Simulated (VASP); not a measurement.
# BeS (F-43m) in VASP: a series of runs, part 2 of 2

VASP 6.6.1.

### 3 Relaxation of cell and atoms, PBEsol (cell and atoms relaxed tightly for response)

The input, INCAR:

```
SYSTEM = BeS
PREC     = Accurate       ! precision mode
ENCUT    = 600            ! plane-wave cutoff, eV
EDIFF    = 1E-6           ! SCF threshold, eV
ISMEAR   = 0              ! smearing method
SIGMA    = 0.01           ! smearing width, eV
LREAL    = .FALSE.        ! projectors in reciprocal space
LASPH    = .TRUE.         ! aspherical terms in the spheres
NELM     = 80             ! most SCF steps
ALGO     = Normal         ! electronic algorithm
ISIF     = 3              ! what is computed and relaxed
LWAVE    = .FALSE.        ! write WAVECAR
LCHARG   = .FALSE.        ! write CHGCAR
GGA      = PS             ! functional
IBRION   = 2              ! ionic algorithm
NSW      = 80             ! ionic steps
EDIFFG   = -0.001         ! ionic threshold
```

The input, KPOINTS:

```
regular mesh
0
G
  8 8 8
  0 0 0
```

The input, POSCAR:

```
BeS
1.0
    0.0000000000      2.4189956147      2.4189956147
    2.4189956147      0.0000000000      2.4189956147
    2.4189956147      2.4189956147      0.0000000000
Be S
1 1
Direct
    0.0000000000      0.0000000000      0.0000000000
    0.2500000000      0.2500000000      0.2500000000
```

Potentials or basis: VASP PAW PBE potentials, release 64 (Be, S).

Run with:

```console
$ cat potpaw_PBE.64/Be/POTCAR potpaw_PBE.64/S/POTCAR > POTCAR
$ mpirun -np 1 vasp_std > vasp.out
```

OUTCAR:

```text
SYSTEM = BeS
   PREC = Accurate
   ENCUT = 600
   EDIFF = 1E-6
   ISMEAR = 0
   LREAL = .FALSE.
   LASPH = .TRUE.
   NELM = 80
   ISIF = 3
   GGA = PS
   IBRION = 2
   NSW = 80
   EDIFFG = -0.001

 ion  position               nearest neighbor table
   1  0.000  0.000  0.000-   2 2.09   2 2.09   2 2.09   2 2.09
   2  0.250  0.250  0.250-   1 2.09   1 2.09   1 2.09   1 2.09

  LATTYP: Found a face centered cubic cell.
 ALAT       =     4.8379912294

  Lattice vectors:

 A1 = (   0.0000000000,   2.4189956147,   2.4189956147)
 A2 = (   2.4189956147,   0.0000000000,   2.4189956147)
 A3 = (   2.4189956147,   2.4189956147,   0.0000000000)

Analysis of symmetry for initial positions (statically):
=====================================================================
 Subroutine PRICEL returns:
 Original cell was already a primitive cell.

 Routine SETGRP: Setting up the symmetry group for a
 face centered cubic supercell.

 Subroutine GETGRP returns: Found 24 space group operations
 (whereof 24 operations were pure point group operations)
 out of a pool of 48 trial point group operations.

The static configuration has the point symmetry T_d .

Analysis of symmetry for dynamics (positions and initial velocities):
=====================================================================
 Subroutine PRICEL returns:
 Original cell was already a primitive cell.

 Routine SETGRP: Setting up the symmetry group for a
 face centered cubic supercell.

 Subroutine GETGRP returns: Found 24 space group operations
 (whereof 24 operations were pure point group operations)
 out of a pool of 48 trial point group operations.

The dynamic configuration has the point symmetry T_d .

 Subroutine INISYM returns: Found 24 space group operations
 (whereof 24 operations are pure point group operations),
 and found     1 'primitive' translations

----------------------------------------------------------------------------------------

                                     Primitive cell

  volume of cell :      28.3097

  direct lattice vectors                    reciprocal lattice vectors
     0.000000000  2.418995615  2.418995615    -0.206697357  0.206697357  0.206697357
     2.418995615  0.000000000  2.418995615     0.206697357 -0.206697357  0.206697357
     2.418995615  2.418995615  0.000000000     0.206697357  0.206697357 -0.206697357

  length of vectors
     3.420976406  3.420976406  3.420976406     0.358010324  0.358010324  0.358010324

  position of ions in fractional coordinates (direct lattice)
     0.000000000  0.000000000  0.000000000
     0.250000000  0.250000000  0.250000000

  ion indices of the primitive-cell ions
   primitive index   ion index
                 1           1
                 2           2

----------------------------------------------------------------------------------------

 KPOINTS: regular mesh

Automatic generation of k-mesh.
 Grid dimensions read from file:
 generate k-points for:    8    8    8

 Generating k-lattice:
[... 46 lines left out ...]
   total plane-waves  NPLWV =  21952
   dimension x,y,z NGX =    28 NGY =   28 NGZ =   28
   dimension x,y,z NGXF=    56 NGYF=   56 NGZF=   56
   ions per type =               1   1
   NGX,Y,Z   is equivalent  to a cutoff of  13.61, 13.61, 13.61 a.u.
   NGXF,Y,Z  is equivalent  to a cutoff of  27.21, 27.21, 27.21 a.u.
 SYSTEM =  BeS
   PREC   = accura    normal or accurate (medium, high low for compatibility)
   ISTART =      0    job   : 0-new  1-cont  2-samecut
   ICHARG =      2    charge: 1-file 2-atom 10-const
   ISPIN  =      1    spin polarized calculation?
   LNONCOLLINEAR =      F non collinear calculations
   LSORBIT =      F    spin-orbit coupling
   LASPH  =      T    aspherical Exc in radial PAW
   ENCUT  =  600.0 eV  44.10 Ry    6.64 a.u.   6.83  6.83  6.83*2*pi/ulx,y,z
   NELM   =     80;   NELMIN=  2; NELMDL= -5     # of ELM steps
   EDIFF  = 0.1E-05   stopping-criterion for ELM
   LREAL  =      F    real-space projection
   EDIFFG = -.1E-02   stopping-criterion for IOM
   NSW    =     80    number of steps for IOM
   IBRION =      2    ionic relax: 0-MD 1-quasi-New 2-CG
   NFREE  =      1    steps in history (QN), initial steepest desc. (CG)
   ISIF   =      3    stress and relaxation
   ISYM   =      2    0-nonsym 1-usesym 2-fastsym
   POTIM  = 0.5000    time-step for ionic-motion
   TEBEG  =    0.0;   TEEND  =   0.0 temperature during run
   PSTRESS=    0.0 pullay stress
   NELECT =       8.0000    total number of electrons
   NUPDOWN=      -1.0000    fix difference up-down
   EMIN   =  10.00;   EMAX   =-10.00  energy-range for DOS
   EFERMI =   0.00;   METHOD = LEGACY
   ISMEAR =     0;   SIGMA  =   0.01  broadening in eV -4-tet -1-fermi 0-gaus
   EFERMI_NEDOS =   21; number of points for ismear=-14 and -15
   IALGO  =     38    algorithm
   IMIX   =      4    mixing-type and parameters
     AMIX     =   0.40;   BMIX     =  1.00
     AMIX_MAG =   1.60;   BMIX_MAG =  1.00
  volume/ion in A,a.u.               =      14.15        95.52
  Fermi-wavevector in a.u.,A,eV,Ry     =   1.074302  2.030137 15.702823  1.154125
  Thomas-Fermi vector in A             =   2.210126
   LORBIT       =      0    0 simple, 1 ext, 2 COOP (PROOUT), +10 PAW based schemes
   GGA     = PS    functional components
   LHFCALC =     F    Hartree Fock is set to
   AEXX    =    0.0000 exact exchange contribution
   IVDW    =     0    specifies the selected vdW correction
   LEPSILON=     F    determine dielectric tensor
   LRPA    =     F    only Hartree local field effects (RPA)
 conjugate gradient relaxation of ions
 non-spin polarized calculation
 Gauss-broadening in eV      SIGMA  =   0.01
  energy-cutoff  :      600.00
  volume of cell :       28.31
 maximum number of plane-waves:       960
   NGX = 13   NGY = 13   NGZ = 13

--------------------------------------- Ionic step        1  -------------------------------------------

 number of electron       8.0000000 magnetization

 Free energy of the ion-electron system (eV)
  ---------------------------------------------------
  ext. energy  EPLUGINS =         0.00000000
  ---------------------------------------------------
  free energy    TOTEN  =       -10.56435098 eV

  energy without entropy =      -10.56435098  energy(sigma->0) =      -10.56435098

------------------------ aborting loop because EDIFF is reached ----------------------------------------

  FORCE on cell =-STRESS in cart. coord.  units (eV):
  Direction    XX          YY          ZZ          XY          YZ          ZX
  --------------------------------------------------------------------------------------
  -------------------------------------------------------------------------------------
  Total        0.0333830      0.0333830      0.0333830     -0.0000000     -0.0000000      0.0000000
  in kB        1.8893000      1.8893000      1.8893000     -0.0000000     -0.0000000      0.0000000
  external PRESSURE =       1.8893000 kB  Pullay stress =       0.0000000 kB
[... 59 lines left out ...]
--------------------------------------- Ionic step        3  -------------------------------------------

 number of electron       7.9999999 magnetization

 Free energy of the ion-electron system (eV)
  ---------------------------------------------------
  ext. energy  EPLUGINS =         0.00000000
  ---------------------------------------------------
  free energy    TOTEN  =       -10.56438141 eV

  energy without entropy =      -10.56438141  energy(sigma->0) =      -10.56438141

 E-fermi :   4.3170     XC(G=0):  -9.9236

 val. band max:        4.2014994292   @ k =   0.0000   0.0000   0.0000
 cond. band min:       7.1171586286   @ k =   0.5000   0.5000   0.0000
 fundamental gap:      2.9156591993
 Fermi energy:         4.3170349164

 k-point     1 :       0.0000    0.0000    0.0000
  band No.  band energies     occupation
      1      -9.5534      2.00000
      2       4.2015      2.00000
      3       4.2015      2.00000
      4       4.2015      2.00000
      5       9.8089      0.00000
      6       9.8089      0.00000
      7       9.8089      0.00000
      8       9.9543      0.00000
[... 243 lines left out ...]
 k-point    24 :      -0.3750    0.2500    0.1250
  band No.  band energies     occupation
      1      -7.6213      2.00000
      2      -1.1545      2.00000
      3       1.3739      2.00000
      4       2.3223      2.00000
      5      10.1679      0.00000
      6      10.7169      0.00000
      7      13.3123      0.00000
      8      14.6475      0.00000

 [... further k-points ...]

------------------------ aborting loop because EDIFF is reached ----------------------------------------

  FORCE on cell =-STRESS in cart. coord.  units (eV):
  Direction    XX          YY          ZZ          XY          YZ          ZX
  --------------------------------------------------------------------------------------
  -------------------------------------------------------------------------------------
  Total       -0.0003408     -0.0003408     -0.0003408      0.0000000      0.0000000      0.0000000
  in kB       -0.0192518     -0.0192518     -0.0192518      0.0000000      0.0000000      0.0000000
  external PRESSURE =      -0.0192518 kB  Pullay stress =       0.0000000 kB
[... 17 lines left out ...]
  FREE ENERGIE OF THE ION-ELECTRON SYSTEM (eV)
  ---------------------------------------------------
  free  energy   TOTEN  =       -10.5643814051 eV

  energy  without entropy=      -10.5643814051  energy(sigma->0) =      -10.56438141

 reached required accuracy - stopping structural energy minimisation
```

It took 11 s on 1 thread of Intel Xeon Platinum 8488C (Sapphire Rapids), shared host; peak memory 0.15 GiB.

What came out:

```yaml
Free_energy: -10.5644 eV
Relaxed_volume: 14.18 Å³/atom
Relaxed_cell: a = 3.423 Å, b = 3.423 Å, c = 3.423 Å, α = 60.00°, β = 60.00°, γ = 60.00°
Space_group_after_relaxing_to_0.05_Å: F-43m (No. 216)
Energy_gained_by_relaxing: 0.0 meV/atom
Ionic_steps: 3
Pressure_after_relaxing: 0.0 GPa
Band_gap_on_the_k_mesh: 2.92 eV, indirect (least direct gap 5.61 eV)
```

Final structure:
```yaml
crystal:
  lattice:
    - [0.00000, 2.42055, 2.42055]
    - [2.42055, 0.00000, 2.42055]
    - [2.42055, 2.42055, 0.00000]
  atoms:
    - { symbol: Be, position: [0.00000, 0.00000, 0.00000] }
    - { symbol: S, position: [0.25000, 0.25000, 0.25000] }
```

Caveat: the PAW data sets were made with another functional, which shifts forces and pressure a little. A k mesh can miss the band edges.

### 4 Single point, PBEsol

The input, INCAR:

```
PREC = Accurate
ENCUT = 520
EDIFF = 1E-6
ISMEAR = 0
SIGMA = 0.1
LREAL = F
LASPH = T
NELM = 80
ALGO = Normal
ISIF = 2
LWAVE = F
LCHARG = F
GGA = PS
NBANDS = 11
```

The input, KPOINTS:

```
Automatic mesh
0
Gamma
  6 6 6
```

The input, POSCAR:

```
BeS
1.0
    0.0000000000      2.4250000000      2.4250000000
    2.4250000000      0.0000000000      2.4250000000
    2.4250000000      2.4250000000      0.0000000000
Be S
1 1
Direct
    0.0000000000      0.0000000000      0.0000000000
    0.2500000000      0.2500000000      0.2500000000
```

Run with:

```console
$ cat potpaw_PBE.64/Be/POTCAR potpaw_PBE.64/S/POTCAR > POTCAR
$ mpirun -np 1 vasp_std > vasp.out
```

Wall time 5.1 s (1 thread of Intel Xeon Platinum 8488C (Sapphire Rapids), shared host); peak memory 0.14 GiB.

The run converged. Its results:

```
Free energy            : -10.5610 eV
Pressure               : -0.5 GPa
Band gap on the k mesh : 2.93 eV, indirect (least direct gap 5.60 eV)
```

Levels at points of the mesh, in eV from the valence-band top:
```
           k point  band 2  band 3  band 4  band 5  band 6  band 7
(0.00, 0.00, 0.00)    0.00    0.00    0.00    5.61    5.61    5.61
(0.50, 0.00, 0.00)   -5.86   -1.04   -1.04    5.38    6.48    6.48
(0.50, 0.50, 0.00)   -5.07   -2.67   -2.67    2.93    4.81   12.75
```

Caveat: the PAW data sets were made with another functional, which shifts forces and pressure a little. A k mesh can miss the band edges.

### 5 The runs side by side

```csv
task,cell,k mesh,cutoff (eV),smearing,gap on the mesh (eV),pressure (GPa)
single point,cell and atoms relaxed tightly for response,8 × 8 × 8,520,gaussian 0.01 eV,2.91,0.2
relaxation of cell and atoms,relaxed from: cell and atoms relaxed tightly for response,8 × 8 × 8,600,gaussian 0.01 eV,2.92,0.0
single point,as given,6 × 6 × 6,520,gaussian 0.1 eV,2.93,-0.5
```

Alike in all rows: level PBEsol; potentials or basis VASP PAW PBE potentials, release 64 (Be, S); no spin polarisation.

Caveats: the PAW data sets were made with another functional, which shifts forces and pressure a little.

Total energies depend on the potentials used, so only differences within one code and one set of settings carry meaning.
